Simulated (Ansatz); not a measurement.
C under pressure

Theory: Ansatz 0.2.0, DFT PBE, scalar-relativistic, plane waves, PAW. Plane waves to 420 eV; Γ-centred k mesh 12×12×12; fixed occupations. No spin polarisation. Phonons by linear response, acoustic sum rule imposed.

Relaxed structure:
```cif
data_structure
_symmetry_space_group_name_H-M 'Fd-3m:1'
_symmetry_Int_Tables_number 227
_cell_length_a 3.5716
_cell_length_b 3.5716
_cell_length_c 3.5716
_cell_angle_alpha 90.000
_cell_angle_beta 90.000
_cell_angle_gamma 90.000
_cell_volume 45.56
loop_
_atom_site_label
_atom_site_type_symbol
_atom_site_symmetry_multiplicity
_atom_site_Wyckoff_symbol
_atom_site_fract_x
_atom_site_fract_y
_atom_site_fract_z
_atom_site_occupancy
C1 C 8 a 0.50000 0.00000 0.50000 1
```

Optical modes at Γ (cm⁻¹) at zero pressure: 1290.

Under hydrostatic pressure the same modes lie at 1299 cm⁻¹. What is the pressure, and how much has the cell shrunk?

## Answers

3 GPa; the volume is 0.7 % smaller.

Cost: 2 runs of about 0.41 core-minutes in all, on Intel Xeon 6975P-C (Granite Rapids) (shared hosts).